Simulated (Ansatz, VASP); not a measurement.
Mo: VASP beside Ansatz

The input INCAR:

```
  PREC = Accurate
  ENCUT = 600
  EDIFF = 1E-6
  ISMEAR = -1
  SIGMA = 0.05
  LREAL = F
  LASPH = T
  NELM = 100
  ALGO = Normal
  ISIF = 3
  LWAVE = F
  LCHARG = F
  GGA = B5
  ALDAX = 1.0
  AGGAX = 1.0
  AGGAC = 1.0
  ALDAC = 0.0
  IVDW = 12
  VDW_S6 = 1.0
  VDW_S8 = 2.6996
  VDW_A1 = 0.4298
  VDW_A2 = 4.2359
  IBRION = 2
  NSW = 80
  EDIFFG = -0.005
```

The input KPOINTS:

```
regular mesh
0
Gamma
  12 12 12
```

File POSCAR:

```
Mo
1.0
   -1.5838089719      1.5838089719      1.5838089719
    1.5838089719     -1.5838089719      1.5838089719
    1.5838089719      1.5838089719     -1.5838089719
Mo
1
Direct
    0.0000000000      0.0000000000      0.0000000000
```

Contents of input.yaml:

```yaml
crystal:
  lattice:
    - [-1.5838089719, 1.5838089719, 1.5838089719]
    - [1.5838089719, -1.5838089719, 1.5838089719]
    - [1.5838089719, 1.5838089719, -1.5838089719]
  atoms:
    - { symbol: Mo, position: [0.0, 0.0, 0.0] }
kpoints:
  mp_grid: { grid: [12, 12, 12] }
scf:
  occupations: { method: fermi_dirac, width: 0.05 }
hamiltonian:
  xc: blyp
  dispersion: d3bj
  pseudopotentials: { kind: all_electron, lapw: { basis_error: 0.001 } }
output:
  forces: true
  stress: true
relax:
  f_tol: 0.005
  max_steps: 60
  cell: {}
```

Alike in both runs: task relaxation of cell and atoms; functional BLYP; dispersion D3(BJ); k mesh 12 × 12 × 12; occupations fermi-dirac, width 0.05 eV; no spin polarisation.

|  | VASP | Ansatz |
| --- | --- | --- |
| version | VASP 6.6.1 | Ansatz 0.2.0 |
| potentials or method | VASP PAW PBE potentials, release 64 (Mo_sv) | all-electron LAPW, scalar-relativistic |
| plane-wave cutoff (eV) | 600 | see its input |

Ansatz gave:

```
relaxed volume (Å³/atom)                                     : 15.30
relaxed cell length with the largest relative difference (Å) : 2.709
energy change over the relaxation (meV/atom)                 : -18
```

Q: What did VASP give for the same quantities?

A: Relaxed volume (Å³/atom): 15.36; relaxed cell length with the largest relative difference (Å): 2.712; energy change over the relaxation (meV/atom): -15.

Ansatz ran all-electron here, so the differences hold the error of VASP's frozen core and of both bases.

Caveats: the PAW data sets were made with another functional, which shifts forces and pressure a little (VASP); pairwise dispersion overbinds metals, which lowers pressure and volume (VASP).
